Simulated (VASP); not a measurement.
In LiF (rock salt type) the Li atom of the primitive cell, with all its periodic images, is moved by 0.06 Å along [111].

```
CELL_PARAMETERS angstrom
0.00000 2.03500 2.03500
2.03500 0.00000 2.03500
2.03500 2.03500 0.00000
ATOMIC_POSITIONS crystal
Li 0.00851 0.00851 0.00851
F 0.50000 0.50000 0.50000
```

Theory: PBE, plane waves, standard recommended PAW potentials (VASP).

Cutoff 649 eV; orbitals from an earlier step on the same cell; potentials Li_sv F; PREC = Accurate; k-mesh 4×4×4 Γ-centred; Fermi–Dirac smearing of 0.05 eV; no spin polarisation.

(1) What force results?

Results:

(1) The force on it along the displacement is -0.0828 eV/Å, a force constant of 1.38 eV/Å².

```json
{"atom": "Li1", "Fx (eV/Å)": "-0.0478", "Fy (eV/Å)": "-0.0478", "Fz (eV/Å)": "-0.0478"}
{"atom": "F2", "Fx (eV/Å)": "0.0478", "Fy (eV/Å)": "0.0478", "Fz (eV/Å)": "0.0478"}
```

The k-mesh is modest, so these values aren't fully converged in k.
